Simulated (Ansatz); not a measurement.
B:

```
B
1.0
     1.62456    0.00000    0.00000
     0.00000    2.86615    0.00000
     0.00000    0.00000    3.91440
B
2
Cartesian
  0.0000 1.4331 2.3849
  0.8123 0.0000 1.5295
```

The cell was built by a generator and needn't be a form met in nature.

| Property | Result |
| --- | --- |
| Program | Ansatz 0.2.0 |
| Task | relaxation of cell and atoms |
| Functional | r2SCAN |
| Dispersion | D4 |
| Potentials or basis | Ansatz PAW |
| Cutoff | 500 eV (not typed: the program's choice for these potentials) |
| k mesh | 16 × 9 × 7 |
| Occupations | fermi-dirac, width 0.05 eV |
| Spin | no spin polarisation |

At the start: volume 9.11 Å³/atom.

Task: How do energy, volume and symmetry change on relaxing?

Result: It ends after 7 steps and the volume is 8.71 Å³/atom (-4.4 %); space group Pmmn (No. 59, to 0.05 Å).

Step by step:
```
step  energy change (eV)  largest force (eV/Å)  volume (Å³)
   1              0.0000                0.0440        18.23
   2             -0.0060                0.0039        17.66
   3             -0.0064                0.0167        17.43
   4             -0.0065                0.0024        17.45
   5             -0.0065                0.0012        17.44
   6             -0.0065                0.0011        17.43
   7             -0.0065                0.0010        17.43
```

Final structure:
```cif
data_structure
_symmetry_space_group_name_H-M 'P 1'
_symmetry_Int_Tables_number 1
_cell_length_a 1.6151
_cell_length_b 2.8679
_cell_length_c 3.7626
_cell_angle_alpha 90.000
_cell_angle_beta 90.000
_cell_angle_gamma 90.000
_cell_volume 17.43
loop_
_atom_site_label
_atom_site_type_symbol
_atom_site_fract_x
_atom_site_fract_y
_atom_site_fract_z
_atom_site_occupancy
B1 B 0.00000 0.50000 0.61322 1
B2 B 0.50000 0.00000 0.38678 1
```

Caveat: the plane-wave basis is chosen anew once the cell has moved, so the energies of steps on either side of that aren't comparable; the PAW data sets come from PBE, with cores solved anew for the run's functional, which leaves a small shift of forces and pressure.
